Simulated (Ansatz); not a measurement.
Runs of Ansatz 0.2.0 on Si. The cell holds a sheet with vacuum, 1 atom: a = 2.399 Å, b = 2.418 Å, c = 23.800 Å, α = 90.00°, β = 90.00°, γ = 90.00°. The cell was built by a generator and needn't be a form met in nature.

```tsv
task	level	cell	cutoff (eV)	basis error allowed	gap on the mesh (eV)	work function (eV)
projected density of states	PBE	as given	184	0.002 eV/atom	-	4.68
relaxation of the atoms	PBE	atoms relaxed	-	0.002 eV/atom	-	4.68
work function	PBEsol	as given	184	0.002 eV/atom	none	4.75
single point	PBE	as given	206	0.001 eV/atom	none	-
work function	LDA	as given	185	0.002 eV/atom	none	(a)
```

Alike in all rows: potentials or basis all-electron LAPW, scalar-relativistic; no spin polarisation; k mesh 11 × 11 × 1; smearing fermi-dirac 0.05 eV.

Problem. Fill in the values left out.

Solution. (a) 4.87.

A k mesh can miss the band edges.

A gap of «none» marks a metal or a gap under the smearing width.

Not every run made on this cell is shown here.
